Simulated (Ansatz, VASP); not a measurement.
**One calculation of Cu, two programs**

```xyz
1
Lattice="-0.0086 1.7958 1.8017 1.8230 -0.0241 1.8172 1.7953 1.7836 0.0036" Properties=species:S:1:pos:R:3 pbc="T T T"
Cu    0.0083    0.0555   -0.0414
```

Change from the starting cell: cell strained at random at fixed volume.

Alike in both runs: task single point; functional PBE; k mesh 13 × 13 × 13; occupations fermi-dirac, width 0.05 eV; no spin polarisation.

```csv
,VASP,Ansatz
version,VASP 6.6.1,Ansatz 0.2.0
potentials or method,"VASP PAW PBE potentials, release 64 (Cu)",Ansatz PAW soft_1
plane-wave cutoff (eV),520,420
valence electrons in the cell,11,19
```

|  | VASP | Ansatz | Ansatz less VASP |
| --- | --- | --- | --- |
| gap on the k mesh at the Fermi level (eV) | none | none | - |
| pressure (GPa) | 2.3 | 1.6 | -0.63 |
| largest component of the traceless stress (GPa) | 1.59 | 1.60 | +0.010 |

A gap of «none» marks a metal or a gap that the smearing closes. With one functional, cell and mesh, what is left measures potentials, basis and numerics. The two sets of potentials don't hold the same shells in valence.
